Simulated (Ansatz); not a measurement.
The system is MgO.

```
Mg O
1.0
     2.93802    0.00000    0.00000
    -1.46901    2.54440    0.00000
     0.00000    0.00000    2.67968
Mg O
1 1
Direct
  0.00000 0.00000 0.00000
  0.33333 0.66667 0.50000
```

Measurements of this composition are mostly on another form, of space group No. 225.

| Property | Result |
| --- | --- |
| Program | Ansatz 0.2.0 |
| Task | relaxation of cell and atoms |
| Functional | PBE0 |
| Potentials or basis | Ansatz PAW |
| Cutoff | 420 eV (not typed: the program's choice for these potentials) |
| k mesh | 5 × 5 × 5 |
| Occupations | fermi-dirac, width 0.05 eV |
| Spin | no spin polarisation |

At the start: volume 10.02 Å³/atom.

Task: Where does the relaxation end?

Result: It ends after 8 steps and the volume is 9.63 Å³/atom (-3.8 %); space group P-6m2 (No. 187, to 0.05 Å).

Step by step:
```
step  energy change (eV)  largest force (eV/Å)  volume (Å³)
   1              0.0000                0.0000        20.03
   2             -0.0107                0.0000        19.67
   3             -0.0153                0.0000        19.27
   4             -0.0154                0.0000        19.27
   5             -0.0154                0.0000        19.29
   6             -0.0138                0.0000        19.29
   7             -0.0139                0.0000        19.27
   8             -0.0138                0.0000        19.27
```

Final structure:
```yaml
crystal:
  lattice:
    - [2.90006, 0.00000, 0.00000]
    - [-1.45003, 2.51153, 0.00000]
    - [0.00000, 0.00000, 2.64538]
  atoms:
    - { symbol: Mg, position: [0.00000, 0.00000, 0.00000] }
    - { symbol: O, position: [0.33333, 0.66667, 0.50000] }
```

Caveat: the k mesh is coarse (spacing up to 0.49 Å⁻¹), so the values aren't converged, least of all with exact exchange; the plane-wave basis is chosen anew once the cell has moved, so the energies of steps on either side of that aren't comparable; the pressure holds a Pulay correction of +0.4 GPa for the finite cutoff; the PAW data sets come from PBE, with cores solved anew for the run's functional, which leaves a small shift of forces and pressure.
